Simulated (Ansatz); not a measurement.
## Sn in Ansatz: the effect of functional

The system is Sn.

```xyz
1
Lattice="-1.9878 1.9878 1.6269 1.9878 -1.9878 1.6269 1.9878 1.9878 -1.6269" Properties=species:S:1:pos:R:3 pbc="T T T"
Sn    0.0000    0.0000    0.0000
```

This isn't the form of Sn at room conditions, which is tetragonal (white tin).

The cell isn't the ideal one: volume scaled by 0.94.

Alike in all runs:

```yaml
Program: Ansatz 0.2.0
Task: single point
Potentials_or_basis: Ansatz PAW
k_mesh: 10 × 10 × 10
Occupations: fermi-dirac, width 0.05 eV
Spin: no spin polarisation
```

| functional | cutoff | pressure (GPa) |
| --- | --- | --- |
| LDA | 420 eV (not typed: the program's choice for these potentials) | -0.1 |
| PBEsol | 420 eV (not typed: the program's choice for these potentials) | ? |
| r2SCAN | 500 eV (not typed: the program's choice for these potentials) | 3.1 |

What does the run with functional PBEsol give?

Pressure 1.4 GPa.

Caveats: the PAW data sets come from PBE, with cores solved anew for the run's functional, which leaves a small shift of forces and pressure.

Runs at the PBE level aren't shown here.
